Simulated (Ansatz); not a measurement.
A (100) slab of Sn (I4/mmm (No. 139)), 7 planes, outer planes Sn (top) and Sn (bottom), with 7 atoms (Sn7) in a surface cell of A = 16.078 Å², as cut from the bulk:

```yaml
crystal:
  lattice:
    - [3.48108, 0.00000, 0.00000]
    - [0.00000, 4.61865, 0.00000]
    - [0.00000, 0.00000, 25.44324]
  atoms:
    - { symbol: Sn, position: [0.50000, 0.50000, 0.29477] }
    - { symbol: Sn, position: [0.00000, 0.00000, 0.36318] }
    - { symbol: Sn, position: [0.50000, 0.50000, 0.43159] }
    - { symbol: Sn, position: [0.00000, 0.00000, 0.50000] }
    - { symbol: Sn, position: [0.50000, 0.50000, 0.56841] }
    - { symbol: Sn, position: [0.00000, 0.00000, 0.63682] }
    - { symbol: Sn, position: [0.50000, 0.50000, 0.70523] }
```

These are results of DFT PBE, scalar-relativistic, plane waves, PAW in Ansatz, not measurements. Plane waves to 420 eV, a k mesh through Γ of 10×8×1 on the computed 7-atom cell and Gaussian smearing (0.10 eV); no spin polarisation. The cell repeats along c with a dipole correction in the vacuum.

Against the same 7 atoms in the bulk, the slab as cut lies 0.903 eV higher and the relaxed slab 0.685 eV higher.

(1) Work out the surface energy before and after relaxation.

(2) What is the ideal work of this cut, per area?

Answers

(1) The slab has two faces, so γ = (E_slab − N·E_bulk)/(2A), the mean of both. As cut: 0.903/(2 × 16.078) = 0.0281 eV/Å², and 1 eV/Å² = 16.02 J/m², so γ = 0.45 J/m². Relaxed: 0.685/(2 × 16.078) = 0.0213 eV/Å² = 0.34 J/m². Relaxation recovers 24 % of the cost of cutting.

(2) Griffith's ideal work is 2γ: 0.90 J/m² if the new faces stay rigid, 0.68 J/m² if they relax. One thickness was run, 7 planes, so γ can still shift with it.

The reference crystal is a form of Sn, which isn't its usual structure.

Both surface energies are low, as expected for a soft sp metal whose bonding is spread over many fairly weak contacts instead of a few strong directional bonds. The cut leaves the outer atoms with fewer neighbours, and the electron density can smooth out over the corrugated face. This usually strengthens the remaining back-bonds and draws the outer plane inwards.

The 24 % recovered on relaxation is sizeable for a simple metal surface. The geometry suggests why: this body-centred tetragonal lattice is not far from a distorted fcc one, and its (100) face corresponds to the open, ridged fcc face, not to a close-packed one. Part of the gain may also come from the inner planes, if the cut lets the thin film move away from the bulk stacking.

With one atom per plane, the cell allows whole planes to shift but no pairing of rows or missing rows, so the relaxed value of 0.34 J/m² doesn't rule out a lower-energy reconstruction.
